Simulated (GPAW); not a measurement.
Input of a GPAW 26.7.0 run:

The input run.py:

```python
from ase import Atoms
from ase.calculators.mixing import SumCalculator
from ase.filters import FrechetCellFilter
from ase.io import write
from ase.optimize import BFGS
from ase.units import GPa
from dftd3.ase import DFTD3
from gpaw import GPAW, PW, setup_paths

setup_paths.insert(0, '.')

atoms = Atoms(['Mo'],
              cell=[[-1.5838089719, 1.5838089719, 1.5838089719],
                    [1.5838089719, -1.5838089719, 1.5838089719],
                    [1.5838089719, 1.5838089719, -1.5838089719]],
              scaled_positions=[[0.0, 0.0, 0.0]],
              pbc=True)

calc = GPAW(mode=PW(600),
            xc='BLYP',
            kpts={'size': (12, 12, 12), 'gamma': True},
            occupations={'name': 'fermi-dirac', 'width': 0.05},
            nbands=16,
            convergence={'density': 1e-05, 'forces': 0.0001},
            eigensolver='davidson',
            maxiter=150,
            txt='gpaw.txt')
atoms.calc = SumCalculator([calc, DFTD3(method='blyp', damping='d3bj')])
opt = BFGS(FrechetCellFilter(atoms, scalar_pressure=2 * GPa), trajectory='relax.traj', logfile='-')
done = opt.run(fmax=0.01, steps=60)
calc.write('gs.gpw')
write('result.traj', atoms)
print('Converged:', done)
print('Cell:', atoms.cell.cellpar().round(4))
print('Volume:', round(atoms.get_volume(), 4))
print(atoms.get_scaled_positions().round(5))
```

Potentials or basis: PAW data sets generated in the run's folder for this functional, pw.

The run is started by

```console
$ gpaw-setup -f BLYP Mo
$ OMP_NUM_THREADS=1 python run.py
```

(1) Predict the relaxed volume.

(2) Predict the dispersion energy per atom.

(3) What does it give for the relaxed cell?

Answers

(1) 15.12 Å³/atom.

(2) -1.742 eV.

(3) a = 2.698 Å, b = 2.698 Å, c = 2.698 Å, α = 109.47°, β = 109.47°, γ = 109.47°.

Caveat: later steps reuse the first step's grids; pairwise dispersion overbinds metals, which lowers pressure and volume.
